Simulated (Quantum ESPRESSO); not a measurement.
# GaN: dielectric tensor and Born charges under several settings

```
Ga N
1.0
     0.00000    2.25350    2.25350
     2.25350    0.00000    2.25350
     2.25350    2.25350    0.00000
Ga N
1 1
Direct
  0.00000 0.00000 0.00000
  0.25000 0.25000 0.25000
```

The cell is a database's computed one.

All runs used Quantum ESPRESSO 7.5; k mesh 8 × 8 × 8, shifted; given cell; no spin polarisation; cutoff 762 eV; occupations smeared at first, fixed for the response.

| level | potentials | pressure (GPa) | ε∞ (diagonal) | Born charge of atom 1 (e) |
| --- | --- | --- | --- | --- |
| LDA | GBRV 1.5 LDA | -5.8 | 5.92 | 2.65 |
| PBE | GBRV 1.5 PBE | ? | ? | ? |
| PBEsol | GBRV 1.5 PBEsol | -0.7 | 5.98 | 2.66 |
| WC | GBRV 1.5 PBE | 0.0 | 6.05 | 2.67 |
| BLYP | GBRV 1.5 PBE | 11.5 | 5.77 | 2.67 |
| AM05 | GBRV 1.5 PBE | -0.3 | 6.01 | 2.67 |

Question: What stands in the row left open?

Answer: Pressure 5.3 GPa; ε∞ 5.90; Born charge of atom 1 2.67 e.

Caveats: the cell is more than 3 GPa from zero pressure, which shifts response properties (some runs); the potentials were made for another functional, which shifts forces and pressure (some runs).

For the row left open. Caveat: the cell is more than 3 GPa from zero pressure, which shifts response properties.
